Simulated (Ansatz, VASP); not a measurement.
## One calculation of KCl (Sylvite), two programs

File INCAR:

```
PREC = Accurate
ENCUT = 520
EDIFF = 1E-7
ISMEAR = -1
SIGMA = 0.05
LREAL = False
LASPH = True
NELM = 100
ALGO = Normal
ISIF = 2
LWAVE = False
LCHARG = False
GGA = PS
NBANDS = 15
```

KPOINTS

```
regular mesh
0
Gamma
  7 7 7
```

The input POSCAR:

```
KCl
1.0
    0.0000000000      3.1464700000      3.1464700000
    3.1464700000      0.0000000000      3.1464700000
    3.1464700000      3.1464700000      0.0000000000
K Cl
1 1
Direct
    0.0000000000      0.0000000000      0.0000000000
    0.5000000000      0.5000000000      0.5000000000
```

Contents of input.yaml:

```yaml
crystal:
  lattice:
    - [0.0, 3.14647, 3.14647]
    - [3.14647, 0.0, 3.14647]
    - [3.14647, 3.14647, 0.0]
  atoms:
    - { symbol: K, position: [0.0, 0.0, 0.0] }
    - { symbol: Cl, position: [0.5, 0.5, 0.5] }
hamiltonian:
  xc: pbesol
  pseudopotentials: { kind: paw }
kpoints:
  mp_grid: { grid: [7, 7, 7] }
scf:
  occupations: { method: fermi_dirac, width: 0.05 }
output:
  forces: true
  stress: true
  eigenvalues: true
  write_density: true
  write_potential: true
  elf: true
  volumetric_format: npy
```

Alike in both runs: task single point; functional PBEsol; k mesh 7 × 7 × 7; occupations fermi-dirac, width 0.05 eV; no spin polarisation.

```csv
,VASP,Ansatz
version,VASP 6.6.1,Ansatz 0.2.0
potentials or method,"VASP PAW PBE potentials, release 64 (K_sv, Cl)",Ansatz PAW
plane-wave cutoff (eV),520,420
valence electrons in the cell,16,16
```

```csv
,VASP,Ansatz,Ansatz less VASP
gap on the k mesh at the Fermi level (eV),5.02,5.03,+0.004
least direct gap on the mesh (eV),5.02,5.03,+0.004
pressure (GPa),-0.4,-0.4,-0.04
```

Caveats: the PAW data sets were made with another functional, which shifts forces and pressure a little (VASP); an odd mesh through Γ misses points on the zone boundary, where band edges often lie (VASP); odd divisions of the mesh miss points on the zone boundary, where band edges often lie, so the gap on the mesh can be too wide (Ansatz); the PAW data sets come from PBE, with cores solved anew for the run's functional, which leaves a small shift of forces and pressure (Ansatz). A hybrid or GW would open this gap; PBEsol tends to underestimate it.
